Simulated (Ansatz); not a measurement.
## Preparing TiO2 (Pbcn) as a host crystal

Aim: the runs on the perfect crystal TiO2 (Pbcn) that a defect calculation needs first.

Program: Ansatz 0.2.0. Level of theory: plane-wave PAW DFT, r2SCAN; relaxation of the host's cell and atoms; PAW set soft_1, in the first sound run; inputs show where later runs differ. Results are calculated unless marked as measured.

## (1) Starting point

Symmetry: Pbcn, No. 60, orthorhombic system. The conventional cell has a = 4.545 Å, b = 5.520 Å, c = 4.909 Å, α = 90.00°, β = 90.00°, γ = 90.00°. Nearest to Ti lie 6 O at 1.88 to 2.09 Å. Nearest to O lie 3 Ti at 1.88 to 2.09 Å. Farther neighbours and most contacts between anions are not listed.

## (2) Host cell relaxation

Lattice and positions are set free, within the symmetry that the program keeps.

cell/input.yaml reads:

```yaml
crystal:
  lattice:
    - [4.5453496, 0.0, 0.0]
    - [0.0, 5.5196194, 0.0]
    - [0.0, 0.0, 4.9091969]
  atoms:
    - { symbol: Ti, position: [0.5, 0.67299093, 0.75] }
    - { symbol: Ti, position: [0.0, 0.82700907, 0.25] }
    - { symbol: Ti, position: [0.5, 0.32700907, 0.25] }
    - { symbol: Ti, position: [0.0, 0.17299093, 0.75] }
    - { symbol: O, position: [0.72854938, 0.61827536, 0.08135092] }
    - { symbol: O, position: [0.22854938, 0.88172464, 0.91864908] }
    - { symbol: O, position: [0.77145062, 0.88172464, 0.58135092] }
    - { symbol: O, position: [0.27145062, 0.61827536, 0.41864908] }
    - { symbol: O, position: [0.72854938, 0.38172464, 0.58135092] }
    - { symbol: O, position: [0.22854938, 0.11827536, 0.41864908] }
    - { symbol: O, position: [0.77145062, 0.11827536, 0.08135092] }
    - { symbol: O, position: [0.27145062, 0.38172464, 0.91864908] }
basis:
  ecutwfc: 500
  xc_grid: 2
hamiltonian:
  xc: r2scan
  pseudopotentials: { kind: paw, azcp: { folder: soft_1 } }
kpoints:
  mp_grid: { grid: [6, 5, 6] }
scf:
  occupations: { method: fixed }
  max_iter: 100
relax:
  f_tol: 0.005
  max_steps: 60
  cell: {}
output:
  forces: true
  stress: true
checkpoint:
  write: "../cell.run"
  compress: false
  write_wavefunctions: false
  write_every: 100000
```

The run is started by

```console
ansatz run input.yaml --threads 32 --pin off --max-ram 56524MiB --backend cuda --events-out ev --progress --plain --runs-dir out --max-vram 78GiB
```

Numbers of over 12 decimals in the logs are rounded to 6 here.

The program printed:

```text
Engine: ansatz 0.2.0, aarch64-unknown-linux-gnu
[...]
Pseudopotential: Ti, paw, valence charge 12, recommended cutoff 500 eV (meta_gga), soft_1/Ti.paw.azcp
Pseudopotential: O, paw, valence charge 6, recommended cutoff 500 eV (meta_gga), soft_1/O.paw.azcp
Functional definition: r2SCAN
[...]
Crystal: 12 atoms, lattice volume = 123.165 Å³
Basis set: ecut = 500 eV, 3117 PW (Γ), exchange–correlation on 72×90×72 points (8 copies of the dense FFT grid, shifted against one another)
Bands: 60, of which v1, the nominal top of the filled ones, is band 48 counted from 1 (47 counted from 0)
[...]
Space group: Pbcn (ITA 60), of the structure as read, at distance tolerance 5.0e-5 Å
k-points: 48 of 180
[...]
relax step   1: F+E_penalty+E_count = -14585.22514476 eV  Δ(F+E_penalty+E_count) = +0.000e0 eV  max|allowed force component| = 9.818e-2 eV/Å  Δτ_max = 0.0000 Å  P = -1.128 GPa  Ω = 123.165 Å³  (8 SCF  [...]
[...]
Crystal: 12 atoms, lattice volume = 122.748 Å³
Basis set: ecut = 500 eV, 3109 PW (Γ), exchange–correlation on 72×90×72 points (8 copies of the dense FFT grid, shifted against one another)
[...]
automatic band count: iteration 1 solves 56 bands in place of 60: the levels show a gap, and the empty bands left out lie too high to hold charge; the band table lists the bands solved (type scf.n_ext [...]
[...]
SCF 2 converged in 5 iterations: F = -14585.228033 eV  dr2 = 3.22e-7
[...]
relax step   7: F+E_penalty+E_count = -14585.23013204 eV  Δ(F+E_penalty+E_count) = +4.195e-4 eV  max|allowed force component| = 1.002e-3 eV/Å  Δτ_max = 0.0000 Å  P = +0.007 GPa  Ω = 122.691 Å³  stress [...]
[...]
--- Forces (eV/Å), atoms counted from 1 ---
[...]
--- Stress (GPa, compression-positive) ---
        0.009277       0.000000       0.000000
        0.000000       0.008966       0.000000
        0.000000       0.000000       0.001351
  P = ⅓ Tr σ = 0.0065 GPa (0.065 kbar)
--- Band table (eV; the first three rows and the last of 48) ---
[...]
--- Relaxed structure (6 steps of the walk, 6 accepted, 1 SCFs on fresh bases) ---
[...]
```

Wall time 7.4 s (1 × NVIDIA GB200 with 32 threads of Arm Neoverse V2, shared host); peak memory 1 GiB.

Step by step:

```tsv
step	energy less that of the first step (eV)	largest force component (eV/Å)	pressure (GPa)	volume (Å³)
1	0.0000	0.0982	-1.13	123.16
2	-0.0029	0.0837	-0.29	122.75
3	-0.0041	0.0605	0.17	122.54
4	-0.0047	0.0333	-0.13	122.71
5	-0.0053	0.0100	0.05	122.69
6	-0.0054	0.0010	0.00	122.69
7	-0.0050	0.0010	0.01	122.69
```

The log counts 1 steps on a newly chosen plane-wave basis, not all of them marked here; energy and pressure can jump at such steps.

```tsv
conventional cell, symmetrised	before	after	change
a (Å)	4.545	4.546	+0.0 %
b (Å)	5.520	5.514	-0.1 %
c (Å)	4.909	4.895	-0.3 %
volume (Å³/atom)	10.26	10.22	-0.4 %
```

The atoms that moved most (Å, as changes of fractional coordinates times the final cell):

```tsv
atom	dx	dy	dz	length
Ti1	0.000	0.016	0.000	0.016
Ti3	0.000	-0.016	0.000	0.016
Ti4	0.000	0.016	0.000	0.016
Ti2	0.000	-0.016	0.000	0.016
```

Numbers from this step:

| Property | Result |
| --- | --- |
| pressure | 0.006531 GPa |

The relaxation ends with a largest force component of 0.0010 eV/Å and a pressure of 0.01 GPa.

## (3) Dielectric tensors of the host

The response to a uniform electric field gives the electronic dielectric tensor.

This step: plane-wave PAW DFPT, PBEsol; dielectric tensors, Born charges and zone-centre modes of the host; PAW set soft_1 (Ansatz 0.2.0).

eps/input.yaml reads:

```yaml
crystal:
  lattice:
    - [4.54609151, 0.0, 0.0]
    - [0.0, 5.5138422674, 0.0]
    - [0.0, 0.0, 4.894635538]
  atoms:
    - { symbol: Ti, position: [0.5, 0.67581718, 0.75] }
    - { symbol: Ti, position: [0.0, 0.82418282, 0.25] }
    - { symbol: Ti, position: [0.5, 0.32418282, 0.25] }
    - { symbol: Ti, position: [0.0, 0.17581718, 0.75] }
    - { symbol: O, position: [0.7288711856, 0.618162231, 0.0808341832] }
    - { symbol: O, position: [0.2288711856, 0.881837769, 0.9191658168] }
    - { symbol: O, position: [0.7711288144, 0.881837769, 0.5808341832] }
    - { symbol: O, position: [0.2711288144, 0.618162231, 0.4191658168] }
    - { symbol: O, position: [0.7288711856, 0.381837769, 0.5808341832] }
    - { symbol: O, position: [0.2288711856, 0.118162231, 0.4191658168] }
    - { symbol: O, position: [0.7711288144, 0.118162231, 0.0808341832] }
    - { symbol: O, position: [0.2711288144, 0.381837769, 0.9191658168] }
basis:
  ecutwfc: 420
hamiltonian:
  xc: pbesol
  pseudopotentials: { kind: paw, azcp: { folder: soft_1 }, xc_functional: pbe }
kpoints:
  mp_grid: { grid: [5, 5, 5] }
scf:
  occupations: { method: fixed }
  max_iter: 100
phonons:
  method: dfpt
  dielectric: true
  rigid_motions: translations
```

The program printed:

```text
[...]
Crystal: 12 atoms, lattice volume = 122.691 Å³
Basis set: ecut = 420 eV, 2413 PW (Γ), exchange–correlation on 64×80×72 points (8 copies of the dense FFT grid, shifted against one another)
Bands: 60, of which v1, the nominal top of the filled ones, is band 48 counted from 1 (47 counted from 0)
[...]
k-points: 63 of 125 (irreducible under 1 space group operation, time reversal used)
[...]
SCF iter   1: F=—  HF=-14399.483715 eV  |F-HF|=—  |Δ(HF+E_count)|=         —  Δρ=5.45e-2  dr2=3.15e0  ethr=3.10e-3  ⟨swp⟩=3.5  Hψ=11196  notcnv=0  defer=195
[...]
SCF iter   2: F=—  HF=-14399.383926 eV  |F-HF|=—  |Δ(HF+E_count)|=   9.98e-2  Δρ=3.31e-2  dr2=9.64e-1  ethr=3.10e-3  ⟨swp⟩=3.0  Hψ=6735  notcnv=0  defer=336
[...]
SCF iter  11: F=-14399.335407 eV  HF=-14399.335407 eV  |F-HF|=1.82e-12  |Δ(HF+E_count)|=  9.09e-12  Δρ=1.09e-7  dr2=1.18e-11  ethr=1.00e-12  ⟨swp⟩=11.2  Hψ=19145  notcnv=0
SCF 1 converged in 11 iterations: F = -14399.335407 eV  dr2 = 1.18e-11
[...]
SCF 1 converged in 5 iterations: F = -14399.138986 eV  dr2 = 2.84e-8
[...]
SCF converged after 11 iterations
[...]
```

The job ended after 14 s (1 × NVIDIA GB200 with 32 threads; peak memory 3.1 GiB).

Electronic dielectric tensor:

```
8.12 0.00 0.00
0.00 6.56 0.00
0.00 0.00 7.66
```

Static dielectric tensor:

```
96.87  0.00  0.00
 0.00 32.60  0.00
 0.00  0.00 88.34
```

The principal values of the electronic dielectric tensor are 6.56, 7.66 and 8.12. The principal values of the static dielectric tensor are 32.60, 88.34 and 96.87.

## (4) Primitive cell on a dense mesh

A dense mesh gives the host's converged energy, against which the supercell's sampling is tested.

This step: plane-wave PAW DFT, r2SCAN; single point of the host's primitive cell on a dense mesh; PAW set soft_1 (Ansatz 0.2.0).

dense/input.yaml, as its differences from eps/input.yaml of step 3:

```diff
@@ -19,14 +19,11 @@
 basis:
-  ecutwfc: 420
+  ecutwfc: 500
+  xc_grid: 2
 hamiltonian:
-  xc: pbesol
-  pseudopotentials: { kind: paw, azcp: { folder: soft_1 }, xc_functional: pbe }
+  xc: r2scan
+  pseudopotentials: { kind: paw, azcp: { folder: soft_1 } }
 kpoints:
-  mp_grid: { grid: [5, 5, 5] }
+  mp_grid: { grid: [6, 5, 6] }
 scf:
-  occupations: { method: fixed }
-  max_iter: 100
-phonons:
-  method: dfpt
-  dielectric: true
-  rigid_motions: translations
+  occupations: { method: fermi_dirac, width: 0.01 }
+  max_iter: 80
```

The program printed:

```text
[...]
Crystal: 12 atoms, lattice volume = 122.691 Å³
Basis set: ecut = 500 eV, 3109 PW (Γ), exchange–correlation on 72×90×72 points (8 copies of the dense FFT grid, shifted against one another)
Bands: 60, of which v1, the nominal top of the filled ones, is band 48 counted from 1 (47 counted from 0)
[...]
k-points: 48 of 180
[...]
SCF iter   7: F=—  HF=-14585.230132 eV  |F-HF|=—  |Δ(HF+E_count)|=   2.96e-4  Δρ=6.48e-5  dr2=5.22e-6  dr2_τ=3.86e-7  ethr=8.76e-8  ⟨swp⟩=2.0  Hψ=3888  notcnv=0  defer=48
SCF iter   8: F=-14585.230132 eV  HF=-14585.230132 eV  |F-HF|=2.04e-8  |Δ(HF+E_count)|=   3.87e-8  Δρ=7.33e-6  dr2=5.50e-8  dr2_τ=3.10e-9  ethr=1.28e-10  ⟨swp⟩=1.9  Hψ=7565  notcnv=0
SCF 1 converged in 8 iterations: F = -14585.230132 eV  dr2 = 5.50e-8
[...]
SCF converged after 8 iterations
Free energy (F): -14585.230132 eV
[...]
Fermi energy:    10.118858 eV
[...]
```

It took 1.2 s on 1 × NVIDIA GB200 with 32 threads; peak memory 1.1 GiB; 3 s of CPU time.

## (5) Self-consistent run

This step: plane-wave PAW DFT, r2SCAN; single point of the defect-free supercell, a test of its k-points; PAW set soft_1 (Ansatz 0.2.0).

System of this step: TiO2 (Pbcn). The cell holds 96 atoms: 32 Ti and 64 O. Its edges and angles: a = 9.092 Å, b = 11.028 Å, c = 9.789 Å, α = 90.0°, β = 90.0°, γ = 90.0°.

pristine.sampling/input.yaml reads:

```yaml
crystal:
  lattice:
    - [9.09218302, 0.0, 0.0]
    - [0.0, 11.0276845349, 0.0]
    - [0.0, 0.0, 9.7892710761]
  atoms:
    - { symbol: Ti, position: [0.25, 0.33790859, 0.375] }
    - { symbol: Ti, position: [0.0, 0.41209141, 0.125] }
    - { symbol: Ti, position: [0.25, 0.16209141, 0.125] }
    - { symbol: Ti, position: [0.0, 0.08790859, 0.375] }
    - { symbol: O, position: [0.3644355928, 0.3090811155, 0.0404170916] }
    - { symbol: O, position: [0.1144355928, 0.4409188845, 0.4595829084] }
    - { symbol: O, position: [0.3855644072, 0.4409188845, 0.2904170916] }
    - { symbol: O, position: [0.1355644072, 0.3090811155, 0.2095829084] }
    - { symbol: O, position: [0.3644355928, 0.1909188845, 0.2904170916] }
    - { symbol: O, position: [0.1144355928, 0.0590811155, 0.2095829084] }
    - { symbol: O, position: [0.3855644072, 0.0590811155, 0.0404170916] }
    - { symbol: O, position: [0.1355644072, 0.1909188845, 0.4595829084] }
    - { symbol: Ti, position: [0.25, 0.33790859, 0.875] }
    - { symbol: Ti, position: [0.0, 0.41209141, 0.625] }
    - { symbol: Ti, position: [0.25, 0.16209141, 0.625] }
    - { symbol: Ti, position: [0.0, 0.08790859, 0.875] }
    - { symbol: O, position: [0.3644355928, 0.3090811155, 0.5404170916] }
    - { symbol: O, position: [0.1144355928, 0.4409188845, 0.9595829084] }
    - { symbol: O, position: [0.3855644072, 0.4409188845, 0.7904170916] }
    - { symbol: O, position: [0.1355644072, 0.3090811155, 0.7095829084] }
    - { symbol: O, position: [0.3644355928, 0.1909188845, 0.7904170916] }
    - { symbol: O, position: [0.1144355928, 0.0590811155, 0.7095829084] }
    - { symbol: O, position: [0.3855644072, 0.0590811155, 0.5404170916] }
    - { symbol: O, position: [0.1355644072, 0.1909188845, 0.9595829084] }
    - { symbol: Ti, position: [0.25, 0.83790859, 0.375] }
    - { symbol: Ti, position: [0.0, 0.91209141, 0.125] }
    - { symbol: Ti, position: [0.25, 0.66209141, 0.125] }
    - { symbol: Ti, position: [0.0, 0.58790859, 0.375] }
    - { symbol: O, position: [0.3644355928, 0.8090811155, 0.0404170916] }
    - { symbol: O, position: [0.1144355928, 0.9409188845, 0.4595829084] }
[... 60 atom lines left out ...]
    - { symbol: O, position: [0.8855644072, 0.9409188845, 0.7904170916] }
    - { symbol: O, position: [0.6355644072, 0.8090811155, 0.7095829084] }
    - { symbol: O, position: [0.8644355928, 0.6909188845, 0.7904170916] }
    - { symbol: O, position: [0.6144355928, 0.5590811155, 0.7095829084] }
    - { symbol: O, position: [0.8855644072, 0.5590811155, 0.5404170916] }
    - { symbol: O, position: [0.6355644072, 0.6909188845, 0.9595829084] }
basis:
  ecutwfc: 500
  xc_grid: 2
hamiltonian:
  xc: r2scan
  pseudopotentials: { kind: paw, azcp: { folder: soft_1 } }
kpoints:
  mp_grid: { grid: [1, 1, 1], shift: [0.25, 0.25, 0.25] }
scf:
  occupations: { method: fermi_dirac, width: 0.01 }
  max_iter: 80
```

The program printed:

```text
[...]
Crystal: 96 atoms, lattice volume = 981.528 Å³
Basis set: ecut = 500 eV, 24899 PW (Γ), exchange–correlation on 144×162×144 points (8 copies of the dense FFT grid, shifted against one another)
Bands: 480, of which v1, the nominal top of the filled ones, is band 384 counted from 1 (383 counted from 0)
[...]
k-points: 1
[...]
SCF iter   2: F=—  HF=-116679.973046 eV  |F-HF|=—  |Δ(HF+E_count)|=   9.90e-1  Δρ=4.24e-2  dr2=1.04e1  dr2_τ=2.70e0  ethr=3.10e-3  ⟨swp⟩=2.0  Hψ=828  notcnv=0  defer=76
[...]
SCF iter   8: F=—  HF=-116681.841473 eV  |F-HF|=—  |Δ(HF+E_count)|=   6.27e-5  Δρ=4.32e-5  dr2=1.50e-5  dr2_τ=1.50e-6  ethr=5.62e-8  ⟨swp⟩=2.0  Hψ=596  notcnv=0  defer=41
SCF iter   9: F=-116681.841475 eV  HF=-116681.841476 eV  |F-HF|=3.88e-7  |Δ(HF+E_count)|=   2.63e-6  Δρ=9.70e-6  dr2=8.38e-7  dr2_τ=7.29e-8  ethr=1.28e-10  ⟨swp⟩=2.0  Hψ=1246  notcnv=0
SCF 1 converged in 9 iterations: F = -116681.841475 eV  dr2 = 8.38e-7
[...]
SCF converged after 9 iterations
Free energy (F): -116681.841475 eV
[...]
Fermi energy:    10.088498 eV
[...]
```

It took 1.4 s on 1 × NVIDIA GB200 with 32 threads; peak memory 1.4 GiB.

This step gave:

| Property | Result |
| --- | --- |
| energy over dense mesh | -4.36e-6 eV/atom |

## (6) Defect free supercell relaxed from its symmetric sites

This cell, the one that will hold the defects, is built from the relaxed host. Its coarser k-points can move the atoms a little, so it is relaxed from the symmetric sites, as the reference for the test of stability.

This step: plane-wave PAW DFT, r2SCAN; relaxation of the defect-free supercell from its symmetric sites; PAW set soft_1 (Ansatz 0.2.0).

pristine.symmetric/input.yaml, as its differences from pristine.sampling/input.yaml of step 5:

```diff
@@ -54 +54,12 @@
   max_iter: 80
+output:
+  forces: true
+relax:
+  f_tol: 0.01
+  max_steps: 60
+  escape_saddle: false
+checkpoint:
+  write: "../pristine.symmetric.run"
+  compress: false
+  write_wavefunctions: false
+  write_every: 100000
```

The program printed:

```text
[...]
Crystal: 96 atoms, lattice volume = 981.528 Å³
Basis set: ecut = 500 eV, 24899 PW (Γ), exchange–correlation on 144×162×144 points (8 copies of the dense FFT grid, shifted against one another)
Bands: 480, of which v1, the nominal top of the filled ones, is band 384 counted from 1 (383 counted from 0)
[...]
k-points: 1
[...]
SCF 1 converged in 10 iterations: F = -116681.841475 eV  dr2 = 4.21e-7
[...]
relax step   1: F+E_penalty+E_count = -116681.84147535 eV  Δ(F+E_penalty+E_count) = +0.000e0 eV  max|allowed force component| = 1.638e-2 eV/Å  Δτ_max = 0.0000 Å  (10 SCF iters, dr2 threshold 2.50e-6 e [...]
[...]
SCF iter   1: F=—  HF=-116681.841652 eV  |F-HF|=—  |Δ(HF+E_count)|=         —  Δρ=7.97e-5  dr2=3.73e-5  dr2_τ=1.65e-3  ethr=4.42e-9  ⟨swp⟩=2.0  Hψ=1282  notcnv=0  defer=38
[...]
SCF 2 converged in 6 iterations: F = -116681.841824 eV  dr2 = 8.05e-8
relax step   2: F+E_penalty+E_count = -116681.84182351 eV  Δ(F+E_penalty+E_count) = -3.482e-4 eV  max|allowed force component| = 5.409e-3 eV/Å  Δτ_max = 0.0012 Å  (6 SCF iters, accepted)
[...]
SCF 3 converged in 2 iterations: F = -116681.841824 eV  dr2 = 1.32e-8
SCF converged after 2 iterations
[...]
```

Run time: 2.2 s. Hardware: 1 × NVIDIA GB200 with 32 threads; peak memory 1.5 GiB; 7.3 s of CPU time.

No atom moved by 0.005 Å in the relaxation.

## (7) Defect free supercell relaxed from displaced atoms

This step: plane-wave PAW DFT, r2SCAN; relaxation of the defect-free supercell from random displacements, a test of the host's stability; PAW set soft_1 (Ansatz 0.2.0).

pristine.rattled/input.yaml, as its differences from pristine.symmetric/input.yaml of step 6:

```diff
@@ -58,6 +58,6 @@
   f_tol: 0.01
-  max_steps: 60
-  escape_saddle: false
+  max_steps: 120
+  random_displacement: { amplitude: 0.08, seed: 7695 }
 checkpoint:
-  write: "../pristine.symmetric.run"
+  write: "../pristine.rattled.run"
   compress: false
```

The program printed:

```text
[...]
Crystal: 96 atoms, lattice volume = 981.528 Å³
Basis set: ecut = 500 eV, 24899 PW (Γ), exchange–correlation on 144×162×144 points (8 copies of the dense FFT grid, shifted against one another)
Bands: 480, of which v1, the nominal top of the filled ones, is band 384 counted from 1 (383 counted from 0)
[...]
k-points: 1
[...]
SCF 1 converged in 11 iterations: F = -116677.285769 eV  dr2 = 1.02e-6
[...]
relax step   1: F+E_penalty+E_count = -116677.28576856 eV  Δ(F+E_penalty+E_count) = +0.000e0 eV  max|allowed force component| = 3.014e0 eV/Å  Δτ_max = 0.0000 Å  (11 SCF iters, dr2 threshold 2.50e-6 eV [...]
[...]
SCF 2 converged in 7 iterations: F = -116680.851369 eV  dr2 = 3.05e-5
[...]
relax step   6: F+E_penalty+E_count = -116681.84194696 eV  Δ(F+E_penalty+E_count) = -3.503e-4 eV  max|allowed force component| = 3.834e-3 eV/Å  Δτ_max = 0.0022 Å  (7 SCF iters, accepted)
[...]
SCF 7 converged in 2 iterations: F = -116681.841947 eV  dr2 = 9.99e-9
SCF converged after 2 iterations
[...]
```

It took 5.1 s on 1 × NVIDIA GB200 with 32 threads; peak memory 1.5 GiB.

Relaxation path:

```tsv
step	energy less that of the first step (eV)	largest force component (eV/Å)
1	0.0000	3.0136
2	-3.5656	1.0874
3	-4.5445	0.1135
4	-4.5558	0.0183
5	-4.5548	0.0167
6	-4.5562	0.0038
```

Relaxation step 5 was tried and not accepted.

The relaxation ends 47 meV an atom lower than the displaced start, with a largest force component of 0.0038 eV/Å.

## (8) Results

| Item | Value |
| --- | --- |
| primitive cell vectors, lengths | 4.546, 5.514, 4.895 Å |
| electronic dielectric constant | principal values (6.56, 7.66, 8.12) |
| static dielectric constant | principal values (32.60, 88.34, 96.87) |
| gap on the k-mesh of the response run (PBEsol) | 2.67 eV |
| supercell relaxed in its symmetry less the displaced and relaxed one | 0.000 eV |
| energy an atom at one point at (¼, ¼, ¼) less that on the dense mesh | 0.000 eV |

**Reading.** Step 7: The energy fell by 4.556 eV from the randomly displaced start; the atoms end within 0.005 Å of the sites as typed, once the mean shift is taken out. The displaced cell ends within 0.01 eV of the symmetric one relaxed in its symmetry, so no lower structure shows in this supercell. The k-mesh can miss the band edges, so this gap is an upper bound at this level. All at zero temperature.

[Logs are printed without paths, hosts, clocks, repeated set-up lines and the standing remarks that a program may print on its own settings, such as how far it seeks lower states.]

[Hosts, paths, dates, database ids (printed as entryN), source tags and the programs' standing remarks are cut or masked in the printed files.]

[Runs of the host that timed out are not shown.]

[For some hosts the program warned that the k-mesh of the response run may be too coarse for force constants and the static dielectric constant; such warnings are not always shown.]
